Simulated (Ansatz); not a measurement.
P: course of a relaxation

Level of theory: DFT PBE, scalar-relativistic, plane waves, PAW in Ansatz 0.2.0. (420 eV cutoff, 6×6×6 k-mesh, Gaussian smearing of 0.10 eV, no spin polarisation)

What was changed: 8 of 8 Sb sites taken by P, cell and atoms relaxed.

Command:

```bash
ansatz run input.yaml --threads 1 --pin off --max-ram 2560MiB --backend cpu --events-out ev --progress --plain --runs-dir out
```

Input:

```yaml
crystal:
  lattice:
    - [-4.8958716722, 0.0, 0.0]
    - [0.0, 0.0, 4.8958716722]
    - [0.0, 4.8958716722, 0.0]
  atoms:
    - { symbol: P, position: [0.5, 0.0, 0.0] }
    - { symbol: P, position: [0.5, 0.5, 0.0] }
    - { symbol: P, position: [0.5, 0.0, 0.5] }
    - { symbol: P, position: [0.5, 0.5, 0.5] }
    - { symbol: P, position: [0.0, 0.0, 0.0] }
    - { symbol: P, position: [0.0, 0.5, 0.0] }
    - { symbol: P, position: [0.0, 0.0, 0.5] }
    - { symbol: P, position: [0.0, 0.5, 0.5] }
basis:
  ecutwfc: 420
kpoints:
  mp_grid: { grid: [6, 6, 6] }
hamiltonian:
  xc: pbe
scf:
  occupations: { method: gaussian, width: 0.1 }
output:
  forces: true
  stress: true
  eigenvalues: true
  write_density: true
  write_potential: true
  elf: true
  volumetric_format: npy
relax:
  adjacent_minimum: "off"
  f_tol: 0.015
  max_steps: 60
  cell: { stress_tol: 0.15 }
```

F is the free energy. Steps run on the plane waves of an earlier cell, but the last one, and at times one on the way, on a freshly chosen basis, so a repeated geometry can differ a little in energy.

Steps:

```
step F − F(1) (eV) largest force component (eV/Å) V (Å³/atom) P (GPa)
   1         0.0000                           0.000       14.669    -0.78
   2        -0.0019                           0.000       14.603    -0.30
   3        -0.0022                           0.000       14.563     0.00
   4        -0.0021                           0.000       14.563     0.00
```

Relaxed structure:

```cif
data_structure
_symmetry_space_group_name_H-M 'P 1'
_symmetry_Int_Tables_number 1
_cell_length_a 4.8840
_cell_length_b 4.8840
_cell_length_c 4.8840
_cell_angle_alpha 90.000
_cell_angle_beta 90.000
_cell_angle_gamma 90.000
_cell_volume 116.50
loop_
_atom_site_label
_atom_site_type_symbol
_atom_site_fract_x
_atom_site_fract_y
_atom_site_fract_z
_atom_site_occupancy
P1 P 0.50000 0.00000 0.00000 1
P2 P 0.50000 0.50000 0.00000 1
P3 P 0.50000 0.00000 0.50000 1
P4 P 0.50000 0.50000 0.50000 1
P5 P 0.00000 0.00000 0.00000 1
P6 P 0.00000 0.50000 0.00000 1
P7 P 0.00000 0.00000 0.50000 1
P8 P 0.00000 0.50000 0.50000 1
```

Symmetry: Pm-3m, No. 221, cubic system. The conventional cell has a = 2.442 Å, b = 2.442 Å, c = 2.442 Å, α = 90.00°, β = 90.00°, γ = 90.00°. P (site symmetry m-3m) is surrounded by 6 P at 2.44 Å.

The run converged. The run took 14 s on 1 thread of Intel(R) Xeon(R) Platinum 8488C (Sapphire Rapids), on a shared host, peak memory 0.42 GiB.